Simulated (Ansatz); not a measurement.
# Sb: the cost of one run

Method: DFT PBE, scalar-relativistic, in Ansatz 0.2.0.

## 1. The structure to begin with

Symmetry: I4/mmm, No. 139, tetragonal system. Conventional cell: a = 3.010 Å, b = 3.010 Å, c = 4.960 Å, α = 90.00°, β = 90.00°, γ = 90.00°. Sb (site symmetry 4/mmm) has 12 Sb at 3.01 to 3.27 Å as nearest neighbours.

Coordinates:

```cif
data_structure
_symmetry_space_group_name_H-M 'I4/mmm'
_symmetry_Int_Tables_number 139
_cell_length_a 3.0100
_cell_length_b 3.0100
_cell_length_c 4.9600
_cell_angle_alpha 90.000
_cell_angle_beta 90.000
_cell_angle_gamma 90.000
_cell_volume 44.94
loop_
_atom_site_label
_atom_site_type_symbol
_atom_site_symmetry_multiplicity
_atom_site_Wyckoff_symbol
_atom_site_fract_x
_atom_site_fract_y
_atom_site_fract_z
_atom_site_occupancy
Sb1 Sb 2 a 0.00000 0.00000 0.00000 1
```

The file gives the conventional cell by its symmetry; the runs use the cell typed in the input.

The geometry is a database entry used as it stands. It may stem from high pressure or temperature, or be incomplete, so it serves as a test cell.

## 2. Full-potential LAPW

Input file input.yaml:

```yaml
crystal:
  lattice:
    - [-1.505, 1.505, 2.48]
    - [1.505, -1.505, 2.48]
    - [1.505, 1.505, -2.48]
  atoms:
    - { symbol: Sb, position: [0.0, 0.0, 0.0] }
kpoints:
  mp_grid: { grid: [19, 19, 19] }
  band_path:
    path:
      - [0.0, 0.0, 0.0]
      - [0.0, 0.0, 0.5]
      - [0.25, 0.25, 0.25]
      - [0.0, 0.5, 0.0]
      - [0.0, 0.0, 0.0]
      - [0.5, 0.5, -0.5]
      - [0.3420681988, 0.6579318012, -0.3420681988]
      - [-0.3420681988, 0.3420681988, 0.3420681988]
      - [0.0, 0.0, 0.0]
    npoints: 14
scf:
  occupations: { method: fermi_dirac, width: 0.05 }
hamiltonian:
  xc: pbe
  pseudopotentials: { kind: all_electron, lapw: { basis_error: 0.00025 } }
output:
  forces: true
  stress: true
  eigenvalues: true
  populations: true
  dos: { projected: true, de: 0.2, e_range: [-14, 8] }
```

The run is started by

```
> ansatz run input.yaml --threads 1 --pin off --max-ram 2048MiB --backend cpu --events-out ev --progress --plain --runs-dir out
```

Q: Estimate wall time and peak memory on 1 thread of Arm Neoverse V2, shared host.

About 50 s, with a peak of 0.72 GiB.
